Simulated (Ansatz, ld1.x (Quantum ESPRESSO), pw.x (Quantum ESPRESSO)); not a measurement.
**niobium: does the TM potential hold in the solid?**

Nb (Z = 41), norm-conserving Troullier–Martins (Kleinman–Bylander form), made with ld1.x (Quantum ESPRESSO) 7.5 (PBE, scalar-relativistic). Core [Kr], reference 4d4 5s1 5p0. Waves: 5p (bound, empty): rc 3.65 bohr; 4d (bound): rc 1.80 bohr; 4f channel at 0.25 Ry: rc 3.55 bohr; 5s (bound): rc 3.00 bohr. Local part: the s channel. Core correction: none.

Atomic tests: cutoffs needed: 35 Ry and 45 Ry (the cutoffs (Ry, on a coarse ladder) from which the occupation-weighted sum of valence levels, in a spherical-Bessel basis at the reference potential, stays within 10 and 1 mRy of its value at 400 Ry); ghost test: no extra level below or beside the all-electron valence levels (p, d, f, s tested) (spherical-Bessel basis up to 400 Ry, 20 bohr box); largest excitation error: -60 meV (all-electron minus pseudo) for 4d2 5s0 5p0, out of 7 test configurations.

Crystal test: diamond Nb in pw.x 7.5, no spin, 8³ k-points, Fermi–Dirac smearing 0.01 Ry, cutoffs 55/220 Ry. The reference is all-electron LAPW (Ansatz 0.2.0) with the same functional, mesh and smearing; V0 and B0 come from Birch–Murnaghan fits to the pressures at five volumes. Errors are pseudo minus all-electron; Δ is the rms difference of the E(V) curves that follow from these fits, minima aligned, over ±6 % about the mean V0. Mesh and smearing are coarse, so the numbers serve the comparison and aren't converged zero-temperature values; the lattice is a test structure that the element need not adopt.

All-electron: a0 = 5.922 Å (V0 = 25.96 Å³/atom), B0 = 64.5 GPa.

Problem. How far does the potential miss the all-electron equation of state?

Solution. mean pressure error (GPa): -0.42; a0 (Å): 5.909; a0 error (%): -0.22; B0 error (%): -15.9; Δ (meV/atom): 2.9. The largest radius (3.65 bohr) exceeds half the bond length (2.42 bohr), so the spheres overlap, which is one possible source of error among others. This is a poor potential for the solid.

```csv
V (Å³/atom),P all-electron (GPa),P pseudo (GPa)
24.643,3.74,2.67
25.291,1.78,1.10
25.940,0.06,-0.31
26.588,-1.47,-1.57
27.237,-2.80,-2.69
```

Problem. At the middle volume, how do free energy and pressure move when the wave cutoff is lowered (ecutrho kept at four times it)?

Solution.

```tsv
cutoff (Ry)	shift of F (meV/atom)	shift of P (GPa)
25	+1155.8	-24.97
33	+152.4	-5.21
44	+4.9	-0.36
```

The run at the middle volume (29 k-points, 9 iterations) took about 15 s on one core of a shared host (Neoverse-V1, 32 threads, 247 GiB, load 29).
